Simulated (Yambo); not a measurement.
Here is a Yambo 5.3.0 calculation.

Contents of optics1.in:

```
optics
chi
Chimod= "HARTREE"
% BndsRnXd
 1 | 34 |
%
NGsBlkXd= 3 Ry
% LongDrXd
 1 | 0 | 0 |
%
% QpntsRXd
 1 | 1 |
%
% EnRngeXd
 0 | 10 | eV
%
% DmRngeXd
 0.1 | 0.1 | eV
%
ETStpsXd= 300
```

Contents of scf.in:

```
&CONTROL
  calculation = 'scf'
  prefix = 'pwscf'
  outdir = './tmp'
  pseudo_dir = './pseudo'
/
&SYSTEM
  ibrav = 0
  nat = 2
  ntyp = 2
  ecutwfc = 84
  nbnd = 15
  occupations = 'smearing'
  smearing = 'fd'
  degauss = 0.00367493
  force_symmorphic = .true.
/
&ELECTRONS
  conv_thr = 4d-10
  electron_maxstep = 120
  mixing_beta = 0.5
/
ATOMIC_SPECIES
As    74.9216 As.upf
B     10.8100 B.upf
CELL_PARAMETERS bohr
   0.0000000000    4.5136108487    4.5136108487
   4.5136108487    0.0000000000    4.5136108487
   4.5136108487    4.5136108487    0.0000000000
ATOMIC_POSITIONS bohr
As     6.7704162730    6.7704162730    6.7704162730
B      0.0000000000    0.0000000000    0.0000000000
K_POINTS automatic
20 20 20 0 0 0
```

File nscf.in:

```
&CONTROL
  calculation = 'nscf'
  prefix = 'pwscf'
  outdir = './tmp'
  pseudo_dir = './pseudo'
/
&SYSTEM
  ibrav = 0
  nat = 2
  ntyp = 2
  ecutwfc = 84
  nbnd = 39
  occupations = 'fixed'
  force_symmorphic = .true.
/
&ELECTRONS
  conv_thr = 1d-08
  diago_full_acc = .true.
  diago_thr_init = 1d-06
/
ATOMIC_SPECIES
As    74.9216 As.upf
B     10.8100 B.upf
CELL_PARAMETERS bohr
   0.0000000000    4.5136108487    4.5136108487
   4.5136108487    0.0000000000    4.5136108487
   4.5136108487    4.5136108487    0.0000000000
ATOMIC_POSITIONS bohr
As     6.7704162730    6.7704162730    6.7704162730
B      0.0000000000    0.0000000000    0.0000000000
K_POINTS automatic
20 20 20 0 0 0
```

Potentials or basis: PseudoDojo 0.4.1 SR PBE standard.

Launch:

```sh
$ OMP_NUM_THREADS=1 pw.x -in scf.in > scf.out
$ OMP_NUM_THREADS=1 pw.x -in nscf.in > nscf.out
$ cd tmp/pwscf.save; p2y; mv SAVE ../..; cd ../..
$ OMP_NUM_THREADS=1 yambo
$ OMP_NUM_THREADS=1 yambo -F optics1.in -J optics1 -C optics1_out
```

Q: What does it give for the absorption peak?

A: 5.95 eV.

Q: Predict the electronic dielectric constant along the field.

A: 9.37.

Q: Estimate the band gap on the k mesh, mean-field level.

A: 1.20 eV, indirect (least direct gap 3.29 eV).

Q: Estimate the electronic dielectric constant along the field, independent particles.

A: 9.99.

Dielectric function (along the field direction of the input):
```tsv
energy (eV)	real part	imaginary part
0.27	9.39	0.15
0.60	9.47	0.15
0.94	9.62	0.16
1.27	9.85	0.17
1.61	10.17	0.20
1.94	10.61	0.23
2.27	11.22	0.29
2.61	12.09	0.38
2.94	13.43	0.59
3.28	15.85	1.64
3.61	16.90	4.18
3.95	17.04	7.21
4.28	17.24	9.48
4.62	15.40	13.11
4.95	14.63	15.81
5.28	14.56	18.02
5.62	4.65	28.06
5.95	-6.55	32.40
6.29	-6.54	12.42
6.62	-2.65	11.62
6.96	-4.46	16.11
7.29	-8.55	9.40
7.63	-5.73	6.64
7.96	-5.59	6.54
8.29	-4.58	5.55
8.63	-5.64	4.48
8.96	-4.14	3.46
9.30	-4.21	3.13
9.63	-3.39	2.79
10.00	-3.09	2.54
```

Caveat: these spectra lack excitons. A k mesh can miss the band edges.
